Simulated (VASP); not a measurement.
Calculation: PBEsol GGA, VASP's PBE PAW potentials (set 64) (plane waves; VASP 6.6.1).

VASP ran on this input.

KPOINTS:
```
kpoints
0
G
 6 6 6
0 0 0
```

POSCAR:
```
ZrO2
10.4643190
  0.4906606673   0.0000000000  -0.0006995865
  0.0000000000   0.4979999656   0.0000000000
 -0.0839056586   0.0000000000   0.4999999791
Zr O
4 8
Direct
  0.7229948504   0.9569739685   0.7903556143
  0.2770051496   0.0430260315   0.2096443857
  0.2770051496   0.4569739685   0.7096443857
  0.7229948504   0.5430260315   0.2903556143
  0.0688914152   0.1661085123   0.8436052997
  0.9311085848   0.8338914877   0.1563947003
  0.9311085848   0.6661085123   0.6563947003
  0.0688914152   0.3338914877   0.3436052997
  0.5509970138   0.2573304447   0.0209756133
  0.4490029862   0.7426695553   0.9790243867
  0.4490029862   0.7573304447   0.4790243867
  0.5509970138   0.2426695553   0.5209756133
```

**INCAR**
```
! general
SYSTEM  = ZrO2
PREC    = Accurate
ENCUT   = 520
LREAL   = .False.
LASPH   = .True.
NBANDS  = 171

! electronic loop
EDIFF   = 1E-7
NELM    = 100
ALGO    = Normal
LMAXMIX = 4

! smearing
ISMEAR  = 0
SIGMA   = 0.01

! functional
GGA     = PS

! output
LWAVE   = .False.
LCHARG  = .False.
NEDOS   = 1001

! other
LOPTICS = .True.
CSHIFT  = 0.1
```

POTCAR, in this order: Zr_sv O (PBE.64 set). Program: vasp_std.

The resulting files:

File OSZICAR:
```
       N       E                     dE             d eps       ncg     rms          rms(c)
DAV:   1     0.925310744032E+03    0.92531E+03   -0.40700E+04 27360   0.573E+02
DAV:   2    -0.785184524516E+02   -0.10038E+04   -0.92585E+03 30824   0.221E+02
DAV:   3    -0.140019812754E+03   -0.61501E+02   -0.59198E+02 39040   0.490E+01
DAV:   4    -0.142087242260E+03   -0.20674E+01   -0.20525E+01 31928   0.719E+00
DAV:   5    -0.142126587398E+03   -0.39345E-01   -0.39341E-01 31920   0.112E+00    0.554E+01
DAV:   6    -0.120768113669E+03    0.21358E+02   -0.77176E+00 32196   0.168E+01    0.206E+01
DAV:   7    -0.120441829230E+03    0.32628E+00   -0.28934E+00 30904   0.374E+00    0.159E+01
DAV:   8    -0.120387941393E+03    0.53888E-01   -0.79627E-01 30421   0.275E+00    0.944E+00
DAV:   9    -0.120262706717E+03    0.12523E+00   -0.13041E-01 29792   0.116E+00    0.520E-01
DAV:  10    -0.120262765299E+03   -0.58582E-04   -0.12022E-02 31600   0.310E-01    0.637E-01
DAV:  11    -0.120262986045E+03   -0.22075E-03   -0.18001E-03 30048   0.955E-02    0.623E-02
DAV:  12    -0.120262977945E+03    0.80996E-05   -0.30761E-05 32552   0.125E-02    0.420E-02
DAV:  13    -0.120263009515E+03   -0.31570E-04   -0.34323E-05 30128   0.125E-02    0.975E-03
DAV:  14    -0.120263010076E+03   -0.56103E-06   -0.13410E-06 31600   0.294E-03    0.476E-03
DAV:  15    -0.120263011139E+03   -0.10633E-05   -0.91424E-07 31312   0.180E-03    0.155E-03
DAV:  16    -0.120263011046E+03    0.93687E-07   -0.52115E-08 27016   0.513E-04
   1 F= -.12026301E+03 E0= -.12026301E+03  d E =-.530383E-23
 imaginary and real dielectric function
```

File OUTCAR:
```
------------------------ aborting loop because EDIFF is reached ----------------------------------------
  FORCE on cell =-STRESS in cart. coord.  units (eV):
  Direction    XX          YY          ZZ          XY          YZ          ZX
  --------------------------------------------------------------------------------------
  Total       -0.0228254     -0.0665547     -0.0501102      0.0000000      0.0000000     -0.0106865
  in kB       -0.2612880     -0.7618680     -0.5736235      0.0000000      0.0000000     -0.1223311
  external PRESSURE =      -0.5322598 kB  Pullay stress =       0.0000000 kB
  volume of cell :      139.96
      direct lattice vectors                 reciprocal lattice vectors
     5.134429744  0.000000000 -0.007320696     0.194810207  0.000000000  0.032691359
     0.000000000  5.211230502  0.000000000     0.000000000  0.191893258  0.000000000
    -0.878015578  0.000000000  5.232159281     0.000272573  0.000000000  0.191171421
 POSITION                                       TOTAL-FORCE (eV/Angst)
 -----------------------------------------------------------------------------------
      3.01822      4.98701      4.12997        -0.017280     -0.002043      0.002482
      1.23819      0.22422      1.09486         0.017280      0.002043     -0.002482
      0.79918      2.38140      3.71094         0.017280     -0.002043     -0.002482
      3.45723      2.82983      1.51389        -0.017280      0.002043      0.002482
     -0.38698      0.86563      4.41337        -0.003661     -0.007135     -0.006976
      4.64339      4.34560      0.81147         0.003661      0.007135      0.006976
      4.20439      3.47124      3.42755         0.003661     -0.007135      0.006976
      0.05203      1.73999      1.79729        -0.003661      0.007135     -0.006976
      2.81064      1.34101      0.10571         0.004861      0.004436     -0.006752
      1.44578      3.87022      5.11912        -0.004861     -0.004436      0.006752
      1.88478      3.94662      2.50304        -0.004861      0.004436      0.006752
      2.37163      1.26461      2.72179         0.004861     -0.004436     -0.006752
 -----------------------------------------------------------------------------------
    total drift:                                0.000000      0.000000      0.000000
  FREE ENERGIE OF THE ION-ELECTRON SYSTEM (eV)
  ---------------------------------------------------
  free  energy   TOTEN  =      -120.2630110457 eV

  energy  without entropy=     -120.2630110457  energy(sigma->0) =     -120.26301105

 plasma frequency squared (from intraband transitions) (eV^2)
  --------------------------------------------------------------------------------------
       0.000       0.000       0.000
       0.000       0.000       0.000
       0.000       0.000       0.000

 plasma frequency squared (from interband transitions, int dw w eps(2)(w)) (eV^2)
  --------------------------------------------------------------------------------------
     727.673       0.000       0.000       0.000       0.796       0.003
       0.000       0.000     727.745       0.000       0.000       0.000
       0.796      -0.003       0.000       0.000     727.114       0.000
```
(Selected blocks of OUTCAR.)

The structure comes from a computed database's ZrO2 entry (P2_1/c), a phase known from measurement. It was relaxed first.
